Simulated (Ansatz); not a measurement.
CsI:
```
CELL_PARAMETERS angstrom
      4.66643     0.00000     0.00000
      0.00000     4.66643     0.00000
      0.00000     0.00000     4.66643
ATOMIC_POSITIONS crystal
  Cs 0.00000 0.00000 0.00000
  I  0.50000 0.50000 0.50000
```

Relaxed with PBE. Special points in fractions of this cell's reciprocal vectors: Γ (0.000, 0.000, 0.000); X (0.000, 0.500, 0.000); M (0.500, 0.500, 0.000); R (0.500, 0.500, 0.500).

**Question.** List the band energies nearest the valence-band maximum at these points for DFT-PBE with spin–orbit coupling in the program Ansatz with PAW potentials.

**Answer.** In eV from the valence-band maximum; about four levels below and three above (degenerate sets whole), none deeper than 8.9 eV; points with the same levels are listed once.

```json
[
 {"k": "Γ", "below": "0.00 0.00 0.00 0.00", "above": "3.46 3.46 4.05 4.05 4.05 4.05"},
 {"k": "X", "below": "-0.64 -0.64 -0.14 -0.14", "above": "4.99 4.99 5.99 5.99"},
 {"k": "M", "below": "-0.82 -0.82 -0.10 -0.10", "above": "4.03 4.03 4.67 4.67"},
 {"k": "R", "below": "-1.15 -1.15 -1.15 -1.15", "above": "6.47 6.47 6.88 6.88 6.88 6.88"}
]
```

Space group Pm-3m (CsCl type). The PBE relaxation kept the symmetry of its start.

Potentials: the later of the program's two PAW sets.
